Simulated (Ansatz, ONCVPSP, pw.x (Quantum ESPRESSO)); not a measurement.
# zirconium: does the ONCV potential hold in the solid?

Zr, optimised norm-conserving Vanderbilt (ONCV), made with ONCVPSP 4.0.1.1 (patched build) (PBE, scalar-relativistic). Core [Ar] 3d10, reference 4s2 4p6 4d2 5s2. Waves: 4s+5s: rc 2.20 bohr, ncon 3, nbas 6, qcut 4.6 1/bohr, 2 projectors; 4p: rc 1.75 bohr, ncon 3, nbas 7, qcut 6.7 1/bohr, 2 projectors, debl 3.2 Ha; 4d: rc 2.15 bohr, ncon 3, nbas 7, qcut 6.9 1/bohr, 2 projectors, debl 2.7 Ha. Local part: polynomial inside 1.25 bohr (lpopt 5, dvloc0 3 Ha). Core correction: Teter function fitted to the true core (icmod 2), fcfact 0.6.

Crystal test: bcc Zr in pw.x 7.5, no spin, 13³ k-points, Fermi–Dirac smearing 0.01 Ry, cutoffs 50/200 Ry. The reference is all-electron LAPW (Ansatz 0.2.0) with the same functional, mesh and smearing; V0 and B0 come from Birch–Murnaghan fits to the pressures at five volumes. Errors are pseudo minus all-electron; Δ is the rms difference of the E(V) curves that follow from these fits, minima aligned, over ±6 % about the mean V0. Mesh and smearing are coarse, so the numbers serve the comparison and aren't converged zero-temperature values; the lattice is a test structure that the element need not adopt.

All-electron: a0 = 3.582 Å (V0 = 22.98 Å³/atom), B0 = 86.4 GPa.

**Question.** How far does the potential miss the all-electron equation of state?

**Answer.** mean pressure error (GPa): +0.10; a0 (Å): 3.583; a0 error (%): +0.04; B0 error (%): +0.2; Δ (meV/atom): 0.5.

```
V (Å³/atom)  P all-electron (GPa)  P pseudo (GPa)
     21.920                  4.41            4.54
     22.497                  1.91            2.01
     23.074                 -0.34           -0.26
     23.651                 -2.37           -2.27
     24.228                 -4.19           -4.11
```

**Question.** At the middle volume, how do free energy and pressure move when the wave cutoff is lowered (ecutrho kept at four times it)?

**Answer.**

| cutoff (Ry) | shift of F (meV/atom) | shift of P (GPa) |
| --- | --- | --- |
| 22 | +304.7 | -1.93 |
| 30 | +77.7 | -2.37 |
| 40 | +3.9 | -0.26 |

Input at the middle volume:

```
&control
  calculation='scf', prefix='x', pseudo_dir='./', outdir='./tmp', tstress=.true., disk_io='low'
/
&system
  ibrav=0, nat=1, ntyp=1, ecutwfc=50, ecutrho=200, nbnd=14,
  occupations='smearing', smearing='fd', degauss=0.01
/
&electrons
  conv_thr=1e-09, mixing_beta=0.4, electron_maxstep=70
/
ATOMIC_SPECIES
Zr 1.0 Zr.UPF
CELL_PARAMETERS angstrom
  -1.79344322 1.79344322 1.79344322
  1.79344322 -1.79344322 1.79344322
  1.79344322 1.79344322 -1.79344322
ATOMIC_POSITIONS crystal
Zr 0.0000 0.0000 0.0000
K_POINTS automatic
13 13 13 0 0 0
```

```bash
pw.x < Zr.scf.in > Zr.scf.out
```

Lines of the output:

```
Message from routine setup:
     using ibrav=0 with symmetry is DISCOURAGED, use correct ibrav instead
     lattice parameter (alat)  =       5.8701  a.u.
     unit-cell volume          =     155.7111 (a.u.)^3
     number of electrons       =        12.00
     number of Kohn-Sham states=           14
     kinetic-energy cutoff     =      50.0000  Ry
     charge density cutoff     =     200.0000  Ry
     scf convergence threshold =      1.0E-09
     Exchange-correlation= PBE
     number of k points=    84  Fermi-Dirac smearing, width (Ry)=  0.0100
     iteration #  1     ecut=    50.00 Ry     beta= 0.40
     total energy              =    -114.83195733 Ry
     estimated scf accuracy    <       0.01292329 Ry
     iteration #  2     ecut=    50.00 Ry     beta= 0.40
     total energy              =    -114.83249020 Ry
     estimated scf accuracy    <       0.00148557 Ry
     iteration #  3     ecut=    50.00 Ry     beta= 0.40
     total energy              =    -114.83274470 Ry
     estimated scf accuracy    <       0.00008048 Ry
     iteration #  4     ecut=    50.00 Ry     beta= 0.40
     total energy              =    -114.83275044 Ry
     estimated scf accuracy    <       0.00000338 Ry
     iteration #  5     ecut=    50.00 Ry     beta= 0.40
     total energy              =    -114.83274864 Ry
     estimated scf accuracy    <       0.00000287 Ry
     iteration #  6     ecut=    50.00 Ry     beta= 0.40
     total energy              =    -114.83274914 Ry
     estimated scf accuracy    <       0.00000004 Ry
     iteration #  7     ecut=    50.00 Ry     beta= 0.40
     total energy              =    -114.83274915 Ry
     estimated scf accuracy    <       0.00000002 Ry
     iteration #  8     ecut=    50.00 Ry     beta= 0.40
     total energy              =    -114.83274915 Ry
     estimated scf accuracy    <          3.9E-09 Ry
     iteration #  9     ecut=    50.00 Ry     beta= 0.40
     the Fermi energy is    13.7970 ev
!    total energy              =    -114.83274915 Ry
     estimated scf accuracy    <          3.0E-10 Ry
     smearing contrib. (-TS)   =      -0.00850197 Ry
     The total energy is F=E-TS. E is the sum of the following terms:
     one-electron contribution =     -18.69263658 Ry
     hartree contribution      =      14.45026488 Ry
     xc contribution           =     -33.26827231 Ry
     ewald contribution        =     -77.31360316 Ry
     convergence has been achieved in   9 iterations
          total   stress  (Ry/bohr**3)                   (kbar)     P=       -2.59
```

The run at the middle volume (84 k-points, 9 iterations) took about 14 s on one core of a shared host (Neoverse-V2, 32 threads, 247 GiB, load 19).
